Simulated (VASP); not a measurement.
Set up this calculation in VASP 6.6.1, as the native input.

```
Task                   : single point
Functional             : PBE
Potentials or basis    : VASP PAW PBE potentials, release 64 (Nb_sv, C)
Cutoff                 : 520 eV
k mesh                 : 3 × 3 × 3
Occupations            : fermi-dirac, width 0.05 eV
Spin                   : no spin polarisation
Dipole correction      : no
Further INCAR settings : LREAL = Auto; ALGO = Fast; EDIFF = 1e-06; NBANDS = 74
```

The structure of Nb7C8 (a cell with a defect) lies in POSCAR:

```
Nb7C8
1.0
    0.0000000000      4.4803686200      4.4803686200
    4.4803686200      0.0000000000      4.4803686200
    4.4803686200      4.4803686200      0.0000000000
Nb C
7 8
Direct
    0.0224634419      0.0072700491     -0.0152635878
   -0.0223952555     -0.0078194459      0.5147105508
    0.0000347070      0.4997248418     -0.0039716598
    0.0000332562      0.4997251766      0.5016685435
    0.5000344146     -0.0002724106      0.1188465828
    0.5075700669      0.5221619466     -0.0152634762
    0.4924975347      0.4772909734      0.5147075376
    0.2165780502      0.2831966759      0.2545452387
    0.2469447480      0.2528127920      0.7518174922
    0.2579291121      0.7576223717      0.2516930181
    0.2531030583      0.7527969875      0.7371844328
    0.7469643201      0.2466554861      0.2433245102
    0.7421392707      0.2418304367      0.7674840603
    0.7834910021      0.7162568021      0.2545579609
    0.7531241927      0.7466392352      0.7518144791
```

These files were run (other wordings do the same):

INCAR

```
PREC = Accurate
ENCUT = 520
EDIFF = 1E-6
ISMEAR = -1
SIGMA = 0.05
LREAL = Auto
LASPH = T
NELM = 100
ALGO = Fast
ISIF = 2
LWAVE = F
LCHARG = T
GGA = PE
LELF = T
LVHAR = T
NBANDS = 74
```

KPOINTS

```
regular mesh
0
Gamma
  3 3 3
```

Potentials or basis: VASP PAW PBE potentials, release 64 (Nb_sv, C).

The run is started by

```bash
$ cat potpaw_PBE.64/Nb_sv/POTCAR potpaw_PBE.64/C/POTCAR > POTCAR
$ mpirun -np 1 vasp_std > vasp.out
```

Results of the run:

| Quantity | Value |
| --- | --- |
| Pressure | 1.5 GPa |
| Largest force | 4.543 eV/Å |
| Band gap on the k mesh | none (metal or under the smearing width) |

Caveat: the k mesh is coarse (spacing up to 0.40 Å⁻¹), so the values aren't converged.

Wall time 9.8 min on 1 thread of Intel(R) Xeon(R) Platinum 8559C (Emerald Rapids), with other jobs on the host, peak memory 0.37 GiB.
